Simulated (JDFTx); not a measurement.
The system is Be.

```
Be
1.0
     2.28530    0.00000    0.00000
    -1.14265    1.97913    0.00000
     0.00000    0.00000    3.58420
Be
2
Direct
  0.66667 0.33333 0.75000
  0.33333 0.66667 0.25000
```

* Program: JDFTx 1.7.0 (patched build)
* Task: relaxation of cell and atoms
* Functional: BLYP
* Potentials or basis: SG15-PBE-1.2 with smoothed tails
* Cutoff: 1088 eV
* Density cutoff: 8708 eV
* k mesh: 6 × 6 × 4
* Occupations: fermi-dirac, width 0.05 eV
* Spin: no spin polarisation

At the start: pressure -2.6 GPa; volume 8.11 Å³/atom.

Q: Where does the relaxation end?

A: Over 6 steps the energy falls by 9.5 meV/atom and the volume is 7.96 Å³/atom (-1.8 %); space group P6_3/mmc (No. 194, to 0.05 Å).

Step by step:
```
step  energy change (eV)  largest force (eV/Å)  pressure (GPa)  volume (Å³)
   1              0.0000                0.0000           -2.61        16.21
   2             -0.0060                0.0000           -2.11        16.15
   3             -0.0190                0.0000            0.43        15.87
   4             -0.0191                0.0000            0.02        15.92
   5             -0.0191                0.0000            0.01        15.92
   6             -0.0191                0.0000            0.00        15.92
```

Final structure:
```xyz
2
Lattice="2.3005 0.0000 0.0000 -1.1503 1.9923 0.0000 0.0000 0.0000 3.4741" Properties=species:S:1:pos:R:3 pbc="T T T"
Be    1.1503    0.6641    2.6056
Be    0.0000    1.3282    0.8685
```

Caveat: the k mesh is coarse (spacing up to 0.53 Å⁻¹), so the values aren't converged; the potentials were made for another functional, which shifts forces and pressure.
